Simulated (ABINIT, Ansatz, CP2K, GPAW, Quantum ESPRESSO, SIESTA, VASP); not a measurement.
TiB2: 7 runs at one level of theory

```
Ti B
1.0
     3.02920    0.00000    0.00000
    -1.51460    2.62336    0.00000
     0.00000    0.00000    3.22840
Ti B
1 2
Direct
  0.00000 0.00000 0.00000
  0.66667 0.33333 0.50000
  0.33333 0.66667 0.50000
```

Alike in all runs: task single point; functional PBEsol; k mesh 10 × 10 × 8; occupations fermi-dirac, width 0.05 eV; no spin polarisation; no spin-orbit coupling. Pressure is positive in compression and, in plane waves, holds the error of the finite cutoff.

| program and potentials | plane-wave cutoff (eV) | notes | pressure (GPa) |
| --- | --- | --- | --- |
| SIESTA, files PseudoDojo sr-pbesol-0.4.1-standard, DZP (energy shift 0.003 Ry; two zetas on semicore shells) | - | atomic basis | -2.14 |
| CP2K, POTENTIAL_UZH Ti GTH-PBE-q12, B GTH-PBE-q3; TZVP-MOLOPT-PBE-GTH basis | - | atomic basis; potentials made for PBE | -3.96 |
| Ansatz, all-electron LAPW, scalar-relativistic | - | - | -5.09 |
| ABINIT, PseudoDojo NC SR PBEsol v0.4.1 standard | 1143 | - | -4.68 |
| VASP, PBE PAW files B, Ti_sv, 520 eV | 520 | potentials made for PBE | -4.71 |
| Quantum ESPRESSO, GBRV 1.5 PBEsol | 612 | - | -4.87 |
| GPAW, PAW data sets generated for this functional | 800 | - | -4.57 |

The pressure spans -5.09 (Ansatz, all-electron LAPW, scalar-relativistic) to -2.14 GPa (SIESTA, files PseudoDojo sr-pbesol-0.4.1-standard, DZP (energy shift 0.003 Ry; two zetas on semicore shells)), with all-electron results at -5.09. Rows in atomic bases carry the error of their basis and grid, which can be large.

Differences between rows come from potentials, basis sets and numerical settings, since the functional is the same but for its coding. Runs on potential files found faulty are left out.
